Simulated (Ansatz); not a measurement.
This guess for C is about to be relaxed.

```xyz
8
Lattice="2.1582 -2.4547 0.0000 2.1582 2.4547 0.0000 0.0000 0.0000 4.3052" Properties=species:S:1:pos:R:3 pbc="T T T"
C     0.7471   -0.6568    1.7631
C     1.4111   -0.6568    0.3895
C     0.7471    0.6568    2.5421
C     1.4111    0.6568    3.9156
C     3.5693   -0.6568    1.7631
C     3.5693    0.6568    2.5421
C     2.9054   -0.6568    0.3895
C     2.9054    0.6568    3.9156
```

Level of theory: DFT PBE, scalar-relativistic, plane waves, PAW (Ansatz 0.2.0). Cutoff 420 eV, Gaussian smearing, Γ-centred meshes. Cell and atoms relax first on a coarse mesh and then on a converged one. In between, the cell is made exact in the group found at 0.06 Å. The steps can't lower the symmetry of their start. No spin polarisation.

A guess keeps its type if space group and coordination stay and the shape of the cell changes little (axis ratios within about 15 %, angles within 6°); the volume may change.

**Question.** Does it keep its structure type, or change into something else?

**Answer.** It keeps its type. The symmetry stays Cmce (No. 64). The volume per atom grows by 5.6 %, from 5.7 to 6.0 Å³. The shortest distance goes from 1.49 Å (C–C) to 1.53 Å (C–C). Counting neighbours within 15 % of an atom's shortest distance, the start has C 4 and the end C 4.

The last run used an 8×8×6 mesh (in the run's order of axes) for its 8-atom cell and Gaussian smearing of 0.02 eV. Symmetry constrained the relaxation, so the result can be a saddle point.
